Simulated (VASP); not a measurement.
From an Ansatz input to VASP: CuI (rocksalt)

Ansatz input

```yaml
crystal:
  lattice:
    - [0.0, 2.8561104275, 2.8561104275]
    - [2.8561104275, 0.0, 2.8561104275]
    - [2.8561104275, 2.8561104275, 0.0]
  atoms:
    - { symbol: Cu, position: [0.0, 0.0, 0.0] }
    - { symbol: I, position: [0.5, 0.5, 0.5] }
kpoints:
  mp_grid: { grid: [8, 8, 8] }
  band_path:
    path:
      - [0.0, 0.0, 0.0]
      - [0.5, 0.0, 0.5]
      - [0.5, 0.25, 0.75]
      - [0.375, 0.375, 0.75]
      - [0.5, 0.5, 0.5]
      - [0.625, 0.25, 0.625]
    npoints: 1
hamiltonian:
  xc: pbesol
scf:
  occupations: { method: fermi_dirac, width: 0.02 }
  n_extra_bands: 4
output:
  forces: true
  stress: true
  eigenvalues: true
```

Translate this input to VASP.



INCAR

```
ENCUT = 520
EDIFF = 1E-7
IBRION = -1
LASPH = .TRUE.
NSW = 0
LREAL = .FALSE.
ISIF = 2
PREC = Accurate
NBANDS = 16
LWAVE = .FALSE.
GGA = PS
NELM = 120
ISMEAR = -1
LCHARG = .FALSE.
SIGMA = 0.02
```

KPOINTS

```
KPOINTS created by Atomic Simulation Environment
0
Gamma
8 8 8
0 0 0
```

KPOINTS_OPT

```
special points
6
Reciprocal
0.0000000000 0.0000000000 0.0000000000 1
0.5000000000 0.0000000000 0.5000000000 1
0.5000000000 0.2500000000 0.7500000000 1
0.3750000000 0.3750000000 0.7500000000 1
0.5000000000 0.5000000000 0.5000000000 1
0.6250000000 0.2500000000 0.6250000000 1
```

POSCAR

```
Cu I
 1.0000000000000000
    -0.0000000000000000    2.8561104274992553    2.8561104274992553
     2.8561104274992553   -0.0000000000000000    2.8561104274992553
     2.8561104274992553    2.8561104274992553   -0.0000000000000000
 Cu  I
   1   1
Cartesian
 -0.0000000000000000 -0.0000000000000000 -0.0000000000000000
  2.8561104274992553  2.8561104274992553  2.8561104274992553
```

VASP ran with the recommended PBE PAW datasets (18 valence electrons in the cell). Other inputs would serve too.

|  | Ansatz | VASP |
| --- | --- | --- |
| gap between bands v and c | -0.54 eV (bands overlap: a metal) | -0.53 eV (bands overlap: a metal) |
| least direct gap | 1.02 eV | 1.04 eV |
| pressure | -3.1 GPa | -3.0 GPa |

The two codes use different PAW datasets and cutoffs. VASP's cell holds 18 valence electrons and Ansatz's 36. Ansatz's stress includes a Pulay correction; VASP's doesn't.
